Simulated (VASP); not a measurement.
# PbO2 (Fm-3m) in VASP: single point with PBE

Aim: the single point of PbO2 with PBE.

All numbers are computed with VASP 6.6.1; they aren't measurements. Logs are shortened: lines on timing, memory, paths and dates and some standing lists are left out, and cuts for length are marked.

### 1 The structure

The structure is cubic, space group Fm-3m (No. 225). The conventional cell has a = 5.404 Å, b = 5.404 Å, c = 5.404 Å, α = 90.00°, β = 90.00°, γ = 90.00°. Around Pb (site symmetry m-3m) lie 8 O at 2.34 Å. O (site symmetry -43m) is surrounded by 4 Pb at 2.34 Å.

The cell comes from a database or a generator and needn't be the stable form of this composition.

### 2 Single point, PBE

File INCAR:

```
ALGO = Normal ; EDIFF = 1E-6
ENCUT = 520 ; GGA = PE
ISIF = 2 ; ISMEAR = -1
LASPH = True ; LCHARG = True
LELF = True ; LREAL = False
LVHAR = True ; LWAVE = False
NBANDS = 20 ; NELM = 100
PREC = Accurate ; SIGMA = 0.05
```

File KPOINTS:

```
k-points
0
Gamma
  12 12 12
```

File POSCAR:

```
PbO2
1.0
    0.0000000000      2.7019920000      2.7019920000
    2.7019920000      0.0000000000      2.7019920000
    2.7019920000      2.7019920000      0.0000000000
Pb O
1 2
Direct
    0.0000000000      0.0000000000      0.0000000000
    0.2500000000      0.2500000000      0.2500000000
    0.7500000000      0.7500000000      0.7500000000
```

Potentials or basis: VASP PAW PBE potentials, release 64 (Pb_d, O).

The run is started by

```sh
> cat potpaw_PBE.64/Pb_d/POTCAR potpaw_PBE.64/O/POTCAR > POTCAR
> mpirun -np 1 vasp_std > vasp.out
```

OUTCAR:

```text
EDIFF = 1E-6
   ENCUT = 520
   GGA = PE
   ISIF = 2
   ISMEAR = -1
   LASPH = True
   LREAL = False
   NELM = 100
   PREC = Accurate

 ion  position               nearest neighbor table
   1  0.000  0.000  0.000-   3 2.34   3 2.34   3 2.34   2 2.34   2 2.34   2 2.34   3 2.34   2 2.34

   2  0.250  0.250  0.250-   1 2.34   1 2.34   1 2.34   1 2.34
   3  0.750  0.750  0.750-   1 2.34   1 2.34   1 2.34   1 2.34

  LATTYP: Found a face centered cubic cell.
 ALAT       =     5.4039840000

  Lattice vectors:

 A1 = (   0.0000000000,   2.7019920000,   2.7019920000)
 A2 = (   2.7019920000,   0.0000000000,   2.7019920000)
 A3 = (   2.7019920000,   2.7019920000,   0.0000000000)

Analysis of symmetry for initial positions (statically):
=====================================================================
 Subroutine PRICEL returns:
 Original cell was already a primitive cell.

 Routine SETGRP: Setting up the symmetry group for a
 face centered cubic supercell.

 Subroutine GETGRP returns: Found 48 space group operations
 (whereof 48 operations were pure point group operations)
 out of a pool of 48 trial point group operations.

The static configuration has the point symmetry O_h .

Analysis of symmetry for dynamics (positions and initial velocities):
=====================================================================
 Subroutine PRICEL returns:
 Original cell was already a primitive cell.

 Routine SETGRP: Setting up the symmetry group for a
 face centered cubic supercell.

 Subroutine GETGRP returns: Found 48 space group operations
 (whereof 48 operations were pure point group operations)
 out of a pool of 48 trial point group operations.

The dynamic configuration has the point symmetry O_h .

 Subroutine INISYM returns: Found 48 space group operations
 (whereof 48 operations are pure point group operations),
 and found     1 'primitive' translations

----------------------------------------------------------------------------------------

                                     Primitive cell

  volume of cell :      39.4532

  direct lattice vectors                    reciprocal lattice vectors
     0.000000000  2.701992000  2.701992000    -0.185048660  0.185048660  0.185048660
     2.701992000  0.000000000  2.701992000     0.185048660 -0.185048660  0.185048660
     2.701992000  2.701992000  0.000000000     0.185048660  0.185048660 -0.185048660

  length of vectors
     3.821193732  3.821193732  3.821193732     0.320513682  0.320513682  0.320513682

  position of ions in fractional coordinates (direct lattice)
     0.000000000  0.000000000  0.000000000
     0.250000000  0.250000000  0.250000000
     0.750000000  0.750000000  0.750000000

  ion indices of the primitive-cell ions
   primitive index   ion index
                 1           1
                 2           2
                 3           3

----------------------------------------------------------------------------------------

 KPOINTS: k-points

Automatic generation of k-mesh.
 Grid dimensions read from file:
 generate k-points for:   12   12   12

 Generating k-lattice:

  Cartesian coordinates                     Fractional coordinates (reciprocal lattice)
    -0.015420722  0.015420722  0.015420722     0.083333333  0.000000000  0.000000000
     0.015420722 -0.015420722  0.015420722     0.000000000  0.083333333  0.000000000
     0.015420722  0.015420722 -0.015420722     0.000000000  0.000000000  0.083333333

  Length of vectors
     0.026709473  0.026709473  0.026709473

  Shift w.r.t. Gamma in fractional coordinates (k-lattice)
     0.000000000  0.000000000  0.000000000

 Subroutine IBZKPT returns following result:
 ===========================================

 Found     72 irreducible k-points:

 Following reciprocal coordinates:
            Coordinates               Weight
  0.000000  0.000000  0.000000      1.000000
  0.083333  0.000000  0.000000      8.000000
  0.166667  0.000000  0.000000      8.000000
  0.250000  0.000000  0.000000      8.000000
  0.333333  0.000000  0.000000      8.000000
  0.416667  0.000000  0.000000      8.000000
[... 16 lines left out ...]
  0.500000  0.166667  0.000000     24.000000
 -0.416667  0.166667  0.000000     24.000000
 [... further k-points ...]
   k-points           NKPTS =     72   k-points in BZ     NKDIM =     72   number of bands    NBANDS=     20
   number of dos      NEDOS =    301   number of ions     NIONS =      3
   total plane-waves  NPLWV =  21952
   dimension x,y,z NGX =    28 NGY =   28 NGZ =   28
   dimension x,y,z NGXF=    56 NGYF=   56 NGZF=   56
   ions per type =               1   2
   NGX,Y,Z   is equivalent  to a cutoff of  12.18, 12.18, 12.18 a.u.
   NGXF,Y,Z  is equivalent  to a cutoff of  24.36, 24.36, 24.36 a.u.
 SYSTEM =  unknown system
   PREC   = accura    normal or accurate (medium, high low for compatibility)
   ISTART =      0    job   : 0-new  1-cont  2-samecut
   ICHARG =      2    charge: 1-file 2-atom 10-const
   ISPIN  =      1    spin polarized calculation?
   LNONCOLLINEAR =      F non collinear calculations
   LSORBIT =      F    spin-orbit coupling
   LASPH  =      T    aspherical Exc in radial PAW
   ENCUT  =  520.0 eV  38.22 Ry    6.18 a.u.   7.10  7.10  7.10*2*pi/ulx,y,z
   NELM   =    100;   NELMIN=  2; NELMDL= -5     # of ELM steps
   EDIFF  = 0.1E-05   stopping-criterion for ELM
   LREAL  =      F    real-space projection
   EDIFFG = 0.1E-04   stopping-criterion for IOM
   NSW    =      0    number of steps for IOM
   IBRION =     -1    ionic relax: 0-MD 1-quasi-New 2-CG
   NFREE  =      0    steps in history (QN), initial steepest desc. (CG)
   ISIF   =      2    stress and relaxation
   ISYM   =      2    0-nonsym 1-usesym 2-fastsym
   POTIM  = 0.5000    time-step for ionic-motion
   TEBEG  =    0.0;   TEEND  =   0.0 temperature during run
   PSTRESS=    0.0 pullay stress
   NELECT =      26.0000    total number of electrons
   NUPDOWN=      -1.0000    fix difference up-down
   EMIN   =  10.00;   EMAX   =-10.00  energy-range for DOS
   EFERMI =   0.00;   METHOD = LEGACY
   ISMEAR =    -1;   SIGMA  =   0.05  broadening in eV -4-tet -1-fermi 0-gaus
   EFERMI_NEDOS =   21; number of points for ismear=-14 and -15
   IALGO  =     38    algorithm
   IMIX   =      4    mixing-type and parameters
     AMIX     =   0.40;   BMIX     =  1.00
     AMIX_MAG =   1.60;   BMIX_MAG =  1.00
  volume/ion in A,a.u.               =      13.15        88.75
  Fermi-wavevector in a.u.,A,eV,Ry     =   1.424640  2.692180 27.614384  2.029600
  Thomas-Fermi vector in A             =   2.545110
   LORBIT       =      0    0 simple, 1 ext, 2 COOP (PROOUT), +10 PAW based schemes
   GGA     = PE    functional components
   LHFCALC =     F    Hartree Fock is set to
   AEXX    =    0.0000 exact exchange contribution
   IVDW    =     0    specifies the selected vdW correction
   LEPSILON=     F    determine dielectric tensor
   LRPA    =     F    only Hartree local field effects (RPA)
 non-spin polarized calculation
  energy-cutoff  :      520.00
  volume of cell :       39.45
 maximum number of plane-waves:      1074
   NGX = 15   NGY = 15   NGZ = 15

 number of electron      25.9999989 magnetization

 Free energy of the ion-electron system (eV)
  ---------------------------------------------------
  ext. energy  EPLUGINS =         0.00000000
  ---------------------------------------------------
  free energy    TOTEN  =       -15.61275583 eV

  energy without entropy =      -15.60803079  energy(sigma->0) =      -15.61039331

 E-fermi :   5.6554     XC(G=0): -11.1439

 val. band max:        5.6484277913   @ k =  -0.0833   0.0833   0.0000
 cond. band min:       5.8366669843   @ k =   0.1667   0.0833   0.0000
 fundamental gap:      0.1882391930
 Fermi energy:         5.6554070047

 k-point     1 :       0.0000    0.0000    0.0000
  band No.  band energies     occupation
      1     -12.8706      2.00000
      2     -10.0618      2.00000
      3     -10.0540      2.00000
      4     -10.0540      2.00000
      5     -10.0540      2.00000
      6      -9.8221      2.00000
[... 12 lines left out ...]
     19      21.2149      0.00000
     20      21.2149      0.00000

 k-point     2 :       0.0833    0.0000    0.0000
  band No.  band energies     occupation
      1     -12.8141      2.00000
      2     -10.5139      2.00000
      3     -10.0455      2.00000
      4     -10.0455      2.00000
      5      -9.8228      2.00000
      6      -9.8228      2.00000
[... 12 lines left out ...]
     19      21.1504      0.00000
     20      21.1504      0.00000

 k-point     3 :       0.1667    0.0000    0.0000
  band No.  band energies     occupation
      1     -12.6591      2.00000
      2     -10.9127      2.00000
      3     -10.0243      2.00000
      4     -10.0243      2.00000
      5      -9.8224      2.00000
      6      -9.8224      2.00000
[... 12 lines left out ...]
     19      21.0091      0.00000
     20      21.0091      0.00000

 k-point     4 :       0.2500    0.0000    0.0000
  band No.  band energies     occupation
      1     -12.4540      2.00000
      2     -11.2009      2.00000
      3     -10.0016      2.00000
      4     -10.0016      2.00000
      5      -9.8150      2.00000
      6      -9.8150      2.00000
[... 12 lines left out ...]
     19      20.8743      0.00000
     20      20.8743      0.00000

 k-point     5 :       0.3333    0.0000    0.0000
  band No.  band energies     occupation
      1     -12.2963      2.00000
      2     -11.3121      2.00000
      3      -9.9879      2.00000
      4      -9.9879      2.00000
      5      -9.7979      2.00000
      6      -9.7979      2.00000
[... 12 lines left out ...]
     19      20.7816      0.00000
     20      20.7816      0.00000
[... 353 lines left out ...]
      6      -9.7847      2.00000
[... 12 lines left out ...]
     19      21.3449      0.00000
     20      22.8922      0.00000

 k-point    22 :       0.4167    0.1667    0.0000
  band No.  band energies     occupation
      1     -12.1181      2.00000
      2     -11.5544      2.00000
      3      -9.9377      2.00000
      4      -9.8948      2.00000
      5      -9.7723      2.00000
      6      -9.7160      2.00000
[... 12 lines left out ...]
     19      21.3069      0.00000
     20      22.9962      0.00000

 k-point    23 :       0.5000    0.1667    0.0000
  band No.  band energies     occupation
      1     -12.1256      2.00000
      2     -11.4946      2.00000
      3      -9.9364      2.00000
      4      -9.8841      2.00000
      5      -9.7710      2.00000
      6      -9.5724      2.00000
[... 12 lines left out ...]
     19      21.1237      0.00000
     20      23.0363      0.00000

 k-point    24 :      -0.4167    0.1667    0.0000
  band No.  band energies     occupation
      1     -12.1312      2.00000
      2     -11.4843      2.00000
      3      -9.9377      2.00000
      4      -9.8745      2.00000
      5      -9.7865      2.00000
      6      -9.4996      2.00000
[... 12 lines left out ...]
     19      20.8247      0.00000
     20      23.2020      0.00000

 [... further k-points ...]

------------------------ aborting loop because EDIFF is reached ----------------------------------------

  FORCE on cell =-STRESS in cart. coord.  units (eV):
  Direction    XX          YY          ZZ          XY          YZ          ZX
  --------------------------------------------------------------------------------------
  -------------------------------------------------------------------------------------
  Total        0.1097571      0.1097571      0.1097571      0.0000000      0.0000000      0.0000000
  in kB        4.4571906      4.4571906      4.4571906      0.0000000      0.0000000      0.0000000
  external PRESSURE =       4.4571906 kB  Pullay stress =       0.0000000 kB

 VOLUME and BASIS-vectors are now :
 -----------------------------------------------------------------------------
  energy-cutoff  :      520.00
  volume of cell :       39.45
      direct lattice vectors                 reciprocal lattice vectors
     0.000000000  2.701992000  2.701992000    -0.185048660  0.185048660  0.185048660
     2.701992000  0.000000000  2.701992000     0.185048660 -0.185048660  0.185048660
     2.701992000  2.701992000  0.000000000     0.185048660  0.185048660 -0.185048660

 POSITION                                       TOTAL-FORCE (eV/Angst)
 -----------------------------------------------------------------------------------
      0.00000      0.00000      0.00000        -0.000000     -0.000000      0.000000
      1.35100      1.35100      1.35100         0.000000      0.000000      0.000000
      4.05299      4.05299      4.05299        -0.000000     -0.000000     -0.000000
 -----------------------------------------------------------------------------------
    total drift:                                0.000000     -0.000000      0.000000

  FREE ENERGIE OF THE ION-ELECTRON SYSTEM (eV)
  ---------------------------------------------------
  free  energy   TOTEN  =       -15.6127558265 eV

  energy  without entropy=      -15.6080307877  energy(sigma->0) =      -15.61039331
```

It took 22 s on 1 thread of Intel Xeon 6975P-C (Granite Rapids), shared host; peak memory 0.19 GiB.

What came out:

- Free energy: -15.6128 eV
- Pressure: 0.4 GPa
- Band gap on the k mesh: none (metal or under the smearing width)

Spin-orbit coupling is left out, which matters for the levels of Pb.
